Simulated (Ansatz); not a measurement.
**I under changes of volume**

One of the cells (42.631 Å³/atom); the others are scaled copies at fixed shape and fractional positions:

```
CELL_PARAMETERS angstrom
3.63503 -2.39502 0.00000
3.63503 2.39502 0.00000
0.00000 0.00000 9.79344
ATOMIC_POSITIONS crystal
I 0.64930 0.35070 0.38440
I 0.14930 0.85070 0.11560
I 0.35070 0.64930 0.61560
I 0.85070 0.14930 0.88440
```

* Program: Ansatz 0.2.0
* Functional: PBEsol
* Potentials or basis: all-electron LAPW, scalar-relativistic
* Cutoff: 275 eV (chosen from the basis error)
* Basis error allowed: 0.001 eV/atom
* k mesh: 7 × 7 × 3
* Occupations: fermi-dirac, width 0.05 eV
* Spin: no spin polarisation

```tsv
volume (Å³/atom)	energy over the lowest point (meV/atom)	pressure (GPa)	gap on the mesh (eV)	largest force (eV/Å)
40.073	14.77	1.9	1.41	1.357
40.926	6.60	1.2	1.38	1.141
41.778	?	?	?	?
42.631	0.00	0.1	1.29	0.759
43.483	0.83	-0.4	1.25	0.590
44.336	4.00	-0.8	1.21	0.436
45.189	9.22	-1.2	1.17	0.298
```

Q: What does the run at 41.778 Å³/atom give?

A: Energy over the lowest point 1.81 meV/atom; pressure 0.6 GPa; gap on the mesh 1.34 eV; largest force 0.942 eV/Å.

Worked out: A Birch-Murnaghan fit of order 3 (a polynomial in V^(-2/3)) to the other rows has its minimum at 42.77 Å³/atom with B0 = V·E''(V) = 24 GPa and B' = 5.2 at fixed shape and positions, which overstates the stiffness. It gives 1.81 meV/atom at 41.778 Å³/atom, against the run's 1.81, and -dE/dV = 0.6 GPa, against 0.6. A straight line through the other rows of the gap, of slope -2.04 eV per unit of ln V, gives 1.33 eV, against the run's 1.34.

Energies are extrapolated to zero smearing.

Caveats: spin-orbit coupling is left out, which moves the levels of the heavy elements; an odd mesh through Γ misses points on the zone boundary, where band edges often lie; forces of over 1 eV/Å show positions far from the minimum, so gaps and moduli don't describe the material at rest (some runs).
